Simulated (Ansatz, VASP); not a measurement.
# MoH2 in VASP and in Ansatz

```
Mo H
1.0
     0.00000    2.19726    2.19726
     2.19726    0.00000    2.19726
     2.19726    2.19726    0.00000
Mo H
1 2
Direct
  0.00000 0.00000 0.00000
  0.25000 0.25000 0.25000
  0.75000 0.75000 0.75000
```

Alike in both runs: functional r2SCAN; k mesh 8 × 8 × 8; occupations gaussian, width 0.1 eV; no spin polarisation.

Ansatz relaxed the structure, and its values are those at the end. VASP's run is a single point on that final structure, the one shown.

|  | VASP | Ansatz |
| --- | --- | --- |
| version | VASP 6.6.1 | Ansatz 0.2.0 |
| potentials or method | VASP PAW PBE potentials, release 64 (Mo_sv, H) | scalar-relativistic, plane waves, PAW |
| plane-wave cutoff (eV) | 520 | 500 |
| valence electrons in the cell | 16 | 16 |

|  | VASP | Ansatz | Ansatz less VASP |
| --- | --- | --- | --- |
| gap on the k mesh at the Fermi level (eV) | none | none | - |
| pressure (GPa) | 0.3 | -0.3 | -0.56 |

A gap of «none» marks a metal or a gap that the smearing closes. With one functional, cell and mesh, what is left measures potentials, basis and numerics.

Caveats: the PAW data sets were made with another functional, which shifts forces and pressure a little (VASP).
